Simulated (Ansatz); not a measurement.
# CdSe (Pm-3m) in Ansatz: equation of state

Aim: energy against volume of CdSe in PBE, for its equilibrium volume and stiffness.

Program: Ansatz 0.2.0. These are calculated values, not measurements. Logs are shortened: lines on timing, memory, paths and dates and some standing lists are left out, and cuts for length are marked.

**1. Starting point**

It takes space group Pm-3m (No. 221, cubic). Conventional cell: a = 3.557 Å, b = 3.557 Å, c = 3.557 Å, α = 90.00°, β = 90.00°, γ = 90.00°. Cd (site symmetry m-3m) is surrounded by 8 Se at 3.08 Å. Se (site symmetry m-3m) is surrounded by 8 Cd at 3.08 Å.

The cell was built by a generator and needn't be a form met in nature.

**2. Single point, PBE, 21.15 Å³/atom (volume scaled by 0.94)**

input.yaml

```yaml
crystal:
  lattice:
    - [3.4842506466, 0.0, 0.0]
    - [0.0, 3.4842506466, 0.0]
    - [0.0, 0.0, 3.4842506466]
  atoms:
    - { symbol: Cd, position: [0.5, 0.5, 0.5] }
    - { symbol: Se, position: [0.0, 0.0, 0.0] }
hamiltonian:
  xc: pbe
  pseudopotentials: { kind: paw }
kpoints:
  mp_grid: { grid: [8, 8, 8] }
scf:
  occupations: { method: fermi_dirac, width: 0.05 }
output:
  forces: true
  stress: true
  eigenvalues: true
```

Potentials or basis: Ansatz PAW.

On the command line:

```
$ ansatz run input.yaml --threads 2 --pin off --max-ram 5632MiB --backend cpu --events-out ev --progress --plain --runs-dir out
```

Log:

```text
Warning: RAYON_NUM_THREADS=2 ignored (pool sized by the plan → 2); use --threads N
Engine: ansatz 0.2.0, aarch64-unknown-linux-gnu
Pseudopotentials: kind: paw
Pseudopotential: Cd, paw, valence charge 20, recommended cutoff 420 eV (normal), Cd.paw.azcp
Pseudopotential: Se, paw, valence charge 16, recommended cutoff 420 eV (normal), Se.paw.azcp
Functional definition: PBE
  parameter kappa = 0.804
  parameter beta = 0.06672455060314922
  exchange = pbe_x(kappa = kappa, mu = beta*pi^2/3)
  correlation = pbe_c(beta = beta)
Crystal: 2 atoms, lattice volume = 42.299 Å³
Basis set: ecut = 420 eV, 799 PW (Γ), exchange–correlation on 48×48×48 points (8 copies of the dense FFT grid, shifted against one another)
Bands: 22, of which v1, the nominal top of the filled ones, is band 18 counted from 1 (17 counted from 0)
Symmetry: 48 space group operations
Space group: Pm-3m (ITA 221), of the structure as read, at distance tolerance 3.5e-5 Å
k-points: 35 of 512
Non-local potential: Cd, projectors of the file, l = 0: 3, l = 1: 2, l = 2: 2, l = 3: 1
Non-local potential: Se, projectors of the file, l = 0: 2, l = 1: 2, l = 2: 3, l = 3: 1
PAW form: soft (Blöchl's): semilocal exchange-correlation on the pseudo side does not see the compensation charge
PAW one-centre angular grid: Cd, 590 points (default); XC on 64 Gauss nodes
PAW one-centre angular grid: Se, 590 points (default); XC on 64 Gauss nodes
Initial density: superposition of atomic densities (neutral atoms: chi_scale 0, normalization atom), corrected by the library's trained network
Initial wavefunctions: pseudopotential atomic-orbital guess
Functional: x = pbe(κ = 0.804, μ = 0.2195149727645171), c = pbe(β = 0.06672455060314922)
SCF iter   1: F=—  HF=-13723.566325 eV  |F-HF|=—  |Δ(HF+E_count)|=         —  Δρ=2.05e-3  dr2=3.18e-3  ethr=1.77e-3  ⟨swp⟩=5.7  Hψ=3186  notcnv=0
preconditioner: auto → Kerker (q_TF=auto, 2.656 Å⁻¹)  [metal: Δε(μ)=0.010 eV  Ē_g=12.203 eV  σ=0.050 eV  W_gap=0.05  n_scr=18 (ndim 8)  ℏωp=24.2 eV  f_vac=0.000  D(μ)=1.70/eV (n_scr^D=18)]
SCF iter   2: F=—  HF=-13723.566328 eV  |F-HF|=—  |Δ(HF+E_count)|=   2.42e-6  Δρ=8.93e-4  dr2=5.63e-4  ethr=8.83e-6  ⟨swp⟩=1.9  Hψ=1124  notcnv=0
SCF iter   3: F=—  HF=-13723.566292 eV  |F-HF|=—  |Δ(HF+E_count)|=   3.60e-5  Δρ=3.02e-4  dr2=6.37e-5  ethr=1.56e-6  ⟨swp⟩=2.0  Hψ=1213  notcnv=0
SCF iter   4: F=—  HF=-13723.566241 eV  |F-HF|=—  |Δ(HF+E_count)|=   5.03e-5  Δρ=1.28e-4  dr2=4.44e-6  ethr=1.77e-7  ⟨swp⟩=2.0  Hψ=877  notcnv=0
SCF iter   5: F=—  HF=-13723.566244 eV  |F-HF|=—  |Δ(HF+E_count)|=   2.57e-6  Δρ=2.53e-5  dr2=2.14e-7  ethr=1.23e-8  ⟨swp⟩=2.0  Hψ=892  notcnv=0
SCF iter   6: F=-13723.566244 eV  HF=-13723.566244 eV  |F-HF|=9.18e-9  |Δ(HF+E_count)|=   1.43e-7  Δρ=9.66e-6  dr2=2.53e-8  ethr=2.78e-10  ⟨swp⟩=4.9  Hψ=3255  notcnv=0
SCF 1 converged in 6 iterations: F = -13723.566244 eV  dr2 = 2.53e-8
SCF converged after 6 iterations
Free energy (F): -13723.566244 eV
Harris-Foulkes:  -13723.566244 eV  (|F-HF|=9.18e-9)
Internal energy: -13723.552594 eV  (E = F + TS)
E sigma→0 (E₀):  -13723.559419 eV
Entropy (-TS):   -0.013650 eV (-6.825 meV/atom)
Fermi energy:    12.544971 eV
--- Per-component energies (eV) ---
  E_band       = -738.399334
  E_kinetic    = 624.097646
  E_local      = -5047.857774  (includes V_loc(G=0)·N_el)
  E_nonlocal   = -561.440984
  E_hartree    = 2444.730553
  E_xc         = -281.033993
  E_vxc        = -319.947151  (∫ρ·V_xc dr)
  E_paw        = -5995.390269  (= ΣΔE_a)
  E_vpaw       = -322.723897  (= ΣTr[D̂ρ^β])
  E_aug_tail   = -0.000581  (compensation charges beyond the density's cutoff)
  E_ewald      = -4906.657193
  E_smearing   = -0.013650  (= −TS)
  E_closure    = 0.000000  (closes the sum)
  Σ components = -13723.566244   (vs F -13723.566244, Δ=0.00e0)
--- Forces (eV/Å), atoms counted from 1 ---
  atom   1  Cd     0.00000000    -0.00000000     0.00000000
  atom   2  Se    -0.00000000     0.00000000     0.00000000
  max |Σ_I F_I| component: 9.13e-29 eV/Å
--- Stress (GPa, compression-positive) ---
        4.117272       0.000000       0.000000
        0.000000       4.117272      -0.000000
        0.000000      -0.000000       4.117272
  P = ⅓ Tr σ = 4.1173 GPa (41.173 kbar)
--- Band table (eV; the first three rows and the last of 35) ---
  k-point 0: bands = ["-90.0630", "-51.1310", "-51.1310", "-51.1310", "-34.9067", "-34.9067", "-34.9059", "-34.9059", "-34.9059", "-1.4462", "3.6687", "3.6687", "4.1572", "4.1572", "4.1572", "11.1375", "11.2648", "11.2648", "11.2648", "18.6498", "18.6498", "23.6520"]
  k-point 1: bands = ["-90.0630", "-51.1316", "-51.1310", "-51.1310", "-34.9067", "-34.9065", "-34.9060", "-34.9060", "-34.9059", "-1.3283", "3.6769", "3.7091", "4.1193", "4.1193", "4.1601", "9.4791", "11.4332", "11.4332", "12.6098", "18.7323", "19.2426", "22.7556"]
  k-point 2: bands = ["-90.0629", "-51.1330", "-51.1309", "-51.1309", "-34.9067", "-34.9061", "-34.9061", "-34.9059", "-34.9058", "-1.0118", "3.6967", "3.7871", "4.0310", "4.0310", "4.1672", "7.8475", "11.8760", "11.8760", "13.6632", "18.9621", "19.3304", "21.1049"]
  k-point 34: bands = ["-90.0626", "-51.1345", "-51.1345", "-51.1345", "-34.9068", "-34.9068", "-34.9068", "-34.9038", "-34.9038", "0.9396", "3.5099", "3.5099", "3.5099", "4.3504", "4.3504", "10.2619", "10.2619", "10.2619", "13.8459", "13.8459", "13.8459", "14.4126"]
```

Wall time 0.7 s (2 threads of Arm Neoverse V2, shared host); peak memory 0.31 GiB.

What came out:

```
Free energy            : -13723.5662 eV
Pressure               : 4.1 GPa
Band gap on the k mesh : none (metal or under the smearing width)
```

**3. Single point, PBE, 21.60 Å³/atom (volume scaled by 0.96)**

Changes to input.yaml since step 2:

```diff
@@ -2,5 +2,5 @@
   lattice:
-    - [3.4842506466, 0.0, 0.0]
-    - [0.0, 3.4842506466, 0.0]
-    - [0.0, 0.0, 3.4842506466]
+    - [3.5087884315, 0.0, 0.0]
+    - [0.0, 3.5087884315, 0.0]
+    - [0.0, 0.0, 3.5087884315]
   atoms:
```

Potentials or basis: Ansatz PAW.

On the command line:

```
$ ansatz run input.yaml --threads 2 --pin off --max-ram 5632MiB --backend cpu --events-out ev --progress --plain --runs-dir out
```

Wall time 0.71 s (2 threads of Arm Neoverse V2, shared host); peak memory 0.31 GiB.

The run converged. Its results:

| Quantity | Value |
| --- | --- |
| Free energy | -13723.5850 eV |
| Pressure | 2.6 GPa |
| Band gap on the k mesh | none (metal or under the smearing width) |

**4. Single point, PBE, 22.05 Å³/atom (volume scaled by 0.98)**

Changes to input.yaml since step 3:

```diff
@@ -2,5 +2,5 @@
   lattice:
-    - [3.5087884315, 0.0, 0.0]
-    - [0.0, 3.5087884315, 0.0]
-    - [0.0, 0.0, 3.5087884315]
+    - [3.5329877371, 0.0, 0.0]
+    - [0.0, 3.5329877371, 0.0]
+    - [0.0, 0.0, 3.5329877371]
   atoms:
@@ -19 +19,5 @@
   eigenvalues: true
+  write_density: true
+  write_potential: true
+  elf: true
+  volumetric_format: npy
```

On the command line:

```
$ ansatz run input.yaml --threads 2 --pin off --max-ram 5632MiB --backend cpu --events-out ev --progress --plain --runs-dir out
```

Wall time 0.96 s (2 threads of Arm Neoverse V2, shared host); peak memory 0.32 GiB.

Results (log left out):

```yaml
Free_energy: -13723.5957 eV
Pressure: 1.2 GPa
Band_gap_on_the_k_mesh: none (metal or under the smearing width)
```

**5. Single point, PBE, 22.50 Å³/atom**

input.yaml

```yaml
crystal:
  lattice:
    - [3.55686, 0.0, 0.0]
    - [0.0, 3.55686, 0.0]
    - [0.0, 0.0, 3.55686]
  atoms:
    - { symbol: Cd, position: [0.5, 0.5, 0.5] }
    - { symbol: Se, position: [0.0, 0.0, 0.0] }
hamiltonian:
  xc: pbe
  pseudopotentials: { kind: paw }
kpoints:
  mp_grid: { grid: [8, 8, 8] }
scf:
  occupations: { method: fermi_dirac, width: 0.05 }
output:
  forces: true
  stress: true
  eigenvalues: true
```

On the command line:

```
$ ansatz run input.yaml --threads 2 --pin off --max-ram 5632MiB --backend cpu --events-out ev --progress --plain --runs-dir out
```

Run time: 1.2 s. Hardware: 2 threads of Arm Neoverse V2, shared host; peak memory 0.32 GiB.

It converged, with:

- Free energy: -13723.5992 eV
- Pressure: 0.0 GPa
- Band gap on the k mesh: none (metal or under the smearing width)

**6. Single point, PBE, 22.95 Å³/atom (volume scaled by 1.02)**

Changes to input.yaml since step 5:

```diff
@@ -2,5 +2,5 @@
   lattice:
-    - [3.55686, 0.0, 0.0]
-    - [0.0, 3.55686, 0.0]
-    - [0.0, 0.0, 3.55686]
+    - [3.5804160507, 0.0, 0.0]
+    - [0.0, 3.5804160507, 0.0]
+    - [0.0, 0.0, 3.5804160507]
   atoms:
```

Potentials or basis: Ansatz PAW.

On the command line:

```
$ ansatz run input.yaml --threads 2 --pin off --max-ram 5632MiB --backend cpu --events-out ev --progress --plain --runs-dir out
```

It took 0.72 s on 2 threads of Arm Neoverse V2, shared host; peak memory 0.32 GiB.

Results (log left out):

```yaml
Free_energy: -13723.5962 eV
Pressure: -1.1 GPa
Band_gap_on_the_k_mesh: none (metal or under the smearing width)
```

**7. Single point, PBE, 23.40 Å³/atom (volume scaled by 1.04)**

Changes to input.yaml since step 6:

```diff
@@ -2,5 +2,5 @@
   lattice:
-    - [3.5804160507, 0.0, 0.0]
-    - [0.0, 3.5804160507, 0.0]
-    - [0.0, 0.0, 3.5804160507]
+    - [3.6036661571, 0.0, 0.0]
+    - [0.0, 3.6036661571, 0.0]
+    - [0.0, 0.0, 3.6036661571]
   atoms:
@@ -19 +19,5 @@
   eigenvalues: true
+  write_density: true
+  write_potential: true
+  elf: true
+  volumetric_format: npy
```

Potentials or basis: Ansatz PAW.

On the command line:

```
$ ansatz run input.yaml --threads 2 --pin off --max-ram 5632MiB --backend cpu --events-out ev --progress --plain --runs-dir out
```

Log:

```text
Warning: RAYON_NUM_THREADS=2 ignored (pool sized by the plan → 2); use --threads N
[... 9 set-up lines as earlier in the session ...]
Crystal: 2 atoms, lattice volume = 46.799 Å³
Basis set: ecut = 420 eV, 925 PW (Γ), exchange–correlation on 50×50×50 points (8 copies of the dense FFT grid, shifted against one another)
Bands: 22, of which v1, the nominal top of the filled ones, is band 18 counted from 1 (17 counted from 0)
[... 39 lines left out ...]
  E_smearing   = -0.013784  (= −TS)
  E_closure    = -0.000000  (closes the sum)
  Σ components = -13723.587326   (vs F -13723.587326, Δ=0.00e0)
--- Forces (eV/Å), atoms counted from 1 ---
  atom   1  Cd     0.00000000     0.00000000     0.00000000
  atom   2  Se    -0.00000000     0.00000000     0.00000000
  max |Σ_I F_I| component: 1.68e-29 eV/Å
--- Stress (GPa, compression-positive) ---
       -2.051932       0.000000       0.000000
        0.000000      -2.051932       0.000000
        0.000000       0.000000      -2.051932
  P = ⅓ Tr σ = -2.0519 GPa (-20.519 kbar)
--- Band table (eV; the first three rows and the last of 35) ---
  k-point 0: bands = ["-91.7171", "-52.7842", "-52.7842", "-52.7842", "-36.5058", "-36.5058", "-36.5053", "-36.5053", "-36.5053", "-2.5578", "2.1310", "2.1310", "2.5049", "2.5049", "2.5049", "9.0920", "9.6953", "9.6953", "9.6953", "16.9483", "16.9483", "21.0160"]
  k-point 1: bands = ["-91.7171", "-52.7846", "-52.7842", "-52.7842", "-36.5057", "-36.5056", "-36.5053", "-36.5053", "-36.5053", "-2.4613", "2.1367", "2.1649", "2.4777", "2.4777", "2.5071", "7.8656", "9.8349", "9.8349", "10.6705", "17.0425", "17.3804", "20.3168"]
  k-point 2: bands = ["-91.7171", "-52.7854", "-52.7841", "-52.7841", "-36.5057", "-36.5054", "-36.5054", "-36.5053", "-36.5052", "-2.2063", "2.1506", "2.2368", "2.4136", "2.4136", "2.5123", "6.4501", "10.2008", "10.2008", "11.6461", "17.0459", "17.3080", "18.9413"]
  k-point 34: bands = ["-91.7169", "-52.7863", "-52.7863", "-52.7863", "-36.5058", "-36.5058", "-36.5058", "-36.5039", "-36.5039", "-0.6901", "2.0456", "2.0456", "2.0456", "2.6516", "2.6516", "8.6862", "8.6862", "8.6862", "12.2852", "12.3746", "12.3746", "12.3746"]
```

It took 1.2 s on 2 threads of Arm Neoverse V2, shared host; peak memory 0.32 GiB.

What came out:

- Free energy: -13723.5873 eV
- Pressure: -2.1 GPa
- Band gap on the k mesh: none (metal or under the smearing width)

**8. Single point, PBE, 23.85 Å³/atom (volume scaled by 1.06)**

Changes to input.yaml since step 7:

```diff
@@ -2,5 +2,5 @@
   lattice:
-    - [3.6036661571, 0.0, 0.0]
-    - [0.0, 3.6036661571, 0.0]
-    - [0.0, 0.0, 3.6036661571]
+    - [3.6266200636, 0.0, 0.0]
+    - [0.0, 3.6266200636, 0.0]
+    - [0.0, 0.0, 3.6266200636]
   atoms:
```

On the command line:

```
$ ansatz run input.yaml --threads 2 --pin off --max-ram 5632MiB --backend cpu --events-out ev --progress --plain --runs-dir out
```

Wall time 1.2 s (2 threads of Arm Neoverse V2, shared host); peak memory 0.33 GiB.

The run converged. Its results:

| Property | Result |
| --- | --- |
| Free energy | -13723.5733 eV |
| Pressure | -2.9 GPa |
| Band gap on the k mesh | none (metal or under the smearing width) |

**9. Equation of state, PBE**

Potentials or basis: Ansatz PAW.

No new run: the results of the series are fitted here.

What came out:

```
Equilibrium volume                      : 22.51 Å³/atom
Bulk modulus                            : 58 GPa
Pressure derivative of the bulk modulus : 4.5
```

Energy against volume, from the lowest point:
```csv
volume (Å³/atom),energy (meV/atom)
21.149,16.47
21.599,7.08
22.049,1.73
22.499,0.00
22.949,1.51
23.399,5.93
23.849,12.93
```
